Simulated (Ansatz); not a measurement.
## Ge: from a trial structure to a relaxed crystal

Method: DFT PBEsol, scalar-relativistic, plane waves, PAW in Ansatz. Cutoff 420 eV, Γ-centred k mesh, Gaussian smearing, no spin polarisation in the final step.

Ge was placed on the black phosphorus structure type (Cmce, No. 64), at a guessed volume.

```xyz
4
Lattice="1.7854 -5.6636 0.0000 1.7854 5.6636 0.0000 0.0000 0.0000 4.7251" Properties=species:S:1:pos:R:3 pbc="T T T"
Ge    1.7854    4.5536    4.2998
Ge    1.7854   -1.1101    2.7878
Ge    1.7854   -4.5536    0.4253
Ge    1.7854    1.1101    1.9373
```

Steps on the 6×6×4 mesh (4 atoms). 12 of 24 steps are shown, and the free energy counts from the last. Trial steps that were taken back and renewals of the plane-wave basis can be among the rows.

```tsv
step	ΔF (meV/atom)	V (Å³/atom)	P (GPa)	largest force component (eV/Å)
1	488.4	23.89	6.80	1.182
3	268.4	22.72	-0.66	0.688
5	108.3	19.30	4.13	0.182
7	94.4	20.78	-0.49	0.102
9	88.0	20.36	-0.47	0.055
11	77.9	19.39	0.96	0.182
14	61.4	19.32	-1.06	0.164
16	31.5	18.65	0.77	0.162
18	26.9	18.69	0.66	0.059
20	1.3	18.87	-0.44	0.055
22	0.0	18.77	-0.19	0.057
24	0.0	18.72	0.06	0.019
```

Steps on the 22×22×22 mesh (2 atoms). 8 of 10 steps are shown, and the free energy counts from the last.

```
step  ΔF (meV/atom) V (Å³/atom) P (GPa) largest force component (eV/Å)
   1           19.5        18.72     0.35                           0.105
   2           13.6        18.76    -0.10                           0.005
   3            4.8        18.51     0.50                           0.118
   4            3.3        18.86    -0.72                           0.007
   5            2.2        18.25     1.67                           0.040
   6            0.3        18.66    -0.06                           0.015
   8            0.0        18.64     0.06                           0.001
  10            0.0        18.66     0.00                           0.001
```

A final relaxation ran on a 22×22×22 mesh. The relaxed crystal, Fmmm (No. 69):

```
Ge
1.0
     0.00000    2.47348    5.18149
     1.45592    0.00000    5.18149
     1.45592    2.47348    0.00000
Ge
2
Cartesian
  1.4559 2.4735 9.0052
  1.4559 2.4735 1.3577
```

| Quantity | Value |
| --- | --- |
| Volume per atom | 18.66 Å³ |
| Density | 6.46 g/cm³ |
| Energy over the standard structure | 0.26 eV/atom |
| Gap on the 22×22×22 mesh | 0 eV (a metal) |

Energies count from the standard state of Ge at the same level.

The final run used a 22×22×22 mesh on its 2-atom cell and 0.10 eV smearing. The k mesh leaves about 4 meV/atom of noise in metals.

A structure relaxed within its symmetry needn't be a true minimum.